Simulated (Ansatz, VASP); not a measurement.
One calculation of InP, two programs

The input INCAR:

```
SYSTEM = InP
PREC = Accurate
ENCUT = 520
EDIFF = 1E-6
ISMEAR = 0
SIGMA = 0.15
LREAL = .False.
LASPH = .True.
NELM = 100
ALGO = Fast
ISIF = 2
LWAVE = .False.
LCHARG = .False.
GGA = PE
NBANDS = 16
```

The input KPOINTS:

```
Automatic mesh
0
Gamma
  14 14 14
  0 0 0
```

The input POSCAR:

```
InP
1.0
    0.0000000000      2.8550000000      2.8550000000
    2.8550000000      0.0000000000      2.8550000000
    2.8550000000      2.8550000000      0.0000000000
In P
1 1
Direct
    0.0087565674      0.0087565674     -0.0087565674
    0.5000000000      0.5000000000      0.5000000000
```

Input for Ansatz:

```yaml
crystal:
  lattice:
    - [0.0, 2.855, 2.855]
    - [2.855, 0.0, 2.855]
    - [2.855, 2.855, 0.0]
  atoms:
    - { symbol: In, position: [0.0087565674, 0.0087565674, -0.0087565674] }
    - { symbol: P, position: [0.5, 0.5, 0.5] }
basis:
  ecutwfc: 420
kpoints:
  mp_grid: { grid: [14, 14, 14] }
hamiltonian:
  xc: pbe
scf:
  occupations: { method: gaussian, width: 0.15 }
output:
  forces: true
  stress: true
  eigenvalues: true
```

Change from the starting cell: all In atoms moved -0.050 Å, as atom 1 towards its neighbour atom 2 (P) at 2.855 Å.

Alike in both runs: task single point; functional PBE; k mesh 14 × 14 × 14; occupations gaussian, width 0.15 eV; no spin polarisation.

|  | VASP | Ansatz |
| --- | --- | --- |
| version | VASP 6.6.1 | Ansatz 0.2.0 |
| potentials or method | VASP PAW PBE potentials, release 64 (In_d, P) | scalar-relativistic, plane waves, PAW |
| plane-wave cutoff (eV) | 520 | 420 |
| valence electrons in the cell | 18 | 18 |

|  | VASP | Ansatz | Ansatz less VASP |
| --- | --- | --- | --- |
| gap on the k mesh at the Fermi level (eV) | none | none | - |
| pressure (GPa) | -5.3 | -5.3 | +0.05 |
| largest component of the traceless stress (GPa) | 0.14 | 0.14 | +0.001 |
| rms of the force components (eV/Å) | 0.025 | 0.025 | -0.0003 |

Atom by atom the forces differ by 0.000 eV/Å (rms over components). A gap of «none» marks a metal or a gap that the smearing closes. With one functional, cell and mesh, what is left measures potentials, basis and numerics.
